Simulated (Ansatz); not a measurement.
# Cd (simple hexagonal type): how the settings move a single-point run

Aim: see which settings change the result for Cd (simple hexagonal type), by how much, and at what cost.

Program: Ansatz 0.2.0. Level of theory: reference: DFT, PBE, norm-conserving pseudopotentials, Ansatz's default files, scalar-relativistic. These are calculated values, not measurements.

**1. Starting point**

It takes space group P6/mmm (No. 191, hexagonal). Conventional cell: a = 2.378 Å, b = 2.378 Å, c = 2.321 Å, α = 90.00°, β = 90.00°, γ = 120.00°. Cd (site symmetry 6/mmm) is surrounded by 8 Cd at 2.32 to 2.38 Å.

Coordinates:

```cif
data_structure
_symmetry_space_group_name_H-M 'P 1'
_symmetry_Int_Tables_number 1
_cell_length_a 2.3777
_cell_length_b 2.3777
_cell_length_c 2.3207
_cell_angle_alpha 90.000
_cell_angle_beta 90.000
_cell_angle_gamma 120.000
_cell_volume 11.36
loop_
_atom_site_label
_atom_site_type_symbol
_atom_site_fract_x
_atom_site_fract_y
_atom_site_fract_z
_atom_site_occupancy
Cd1 Cd 0.00000 0.00000 0.00000 1
```

**2. Baseline**

Contents of input.yaml:

```yaml
crystal:
  lattice:
    - [2.3777440192, 0.0, 0.0]
    - [-1.1888720096, 2.0591867243, 0.0]
    - [0.0, 0.0, 2.3207244168]
  atoms:
    - { symbol: Cd, position: [0.0, 0.0, 0.0] }
kpoints:
  mp_grid: { grid: [14, 14, 13] }
scf:
  occupations: { method: fermi_dirac, width: 0.1 }
hamiltonian:
  xc: pbe
  pseudopotentials: { kind: nc }
output:
  forces: true
  stress: true
  eigenvalues: true
```

The run is started by

```sh
> ansatz run input.yaml --threads 1 --pin off --max-ram 2048MiB --backend cpu --events-out ev --progress --plain --runs-dir out
```

**3. Changed: pseudopotentials.accuracy standard**

Edit input.yaml of step 2 so:

```diff
@@ -9,2 +9,14 @@
   mp_grid: { grid: [14, 14, 13] }
+  band_path:
+    path:
+      - [0.0, 0.0, 0.0]
+      - [0.5, 0.0, 0.0]
+      - [0.3333333333, 0.3333333333, 0.0]
+      - [0.0, 0.0, 0.0]
+      - [0.0, 0.0, 0.5]
+      - [0.5, 0.0, 0.5]
+      - [0.3333333333, 0.3333333333, 0.5]
+      - [0.0, 0.0, 0.5]
+      - [0.5, 0.0, 0.5]
+    npoints: 8
 scf:
@@ -13,3 +25,3 @@
   xc: pbe
-  pseudopotentials: { kind: nc }
+  pseudopotentials: { kind: nc, accuracy: standard }
 output:
@@ -18 +30,2 @@
   eigenvalues: true
+  populations: true
```

**Question.** What will these runs give? Wanted: for each run, ending; energy change; pressure; gap; force.

**Answer**, as computed:

```
                                  run     ending   energy change  pressure (GPa)  gap (eV)  force (eV/Å)  cycles   time
                            reference  converged               -           250.7      0.00          0.00       6  4.7 s
1: pseudopotentials.accuracy standard  converged  not comparable           251.9      0.00          0.00       6   10 s
```

Times don't compare one to one where runs were asked for different outputs or read a saved state (see the inputs); cycles may leave out searches for a lower state.

Residual by cycle in the longest SCF loop of each run; runs are numbered as in the table. The quantity is the density residual dr2, in eV.

```
cycle  reference    run 1
    1      0.378    0.384
    2     0.0969   0.0955
    3    0.00172  0.00265
    4     1.2e-5   3.6e-5
    5     3.2e-7   1.4e-7
    6     3.1e-9   8.1e-9
```

Total energies don't compare across a change of potentials; the pressure goes from 250.7 to 251.9 GPa. The structure is not at rest: the sound run finds 251 GPa, so these are no properties of the relaxed crystal. 
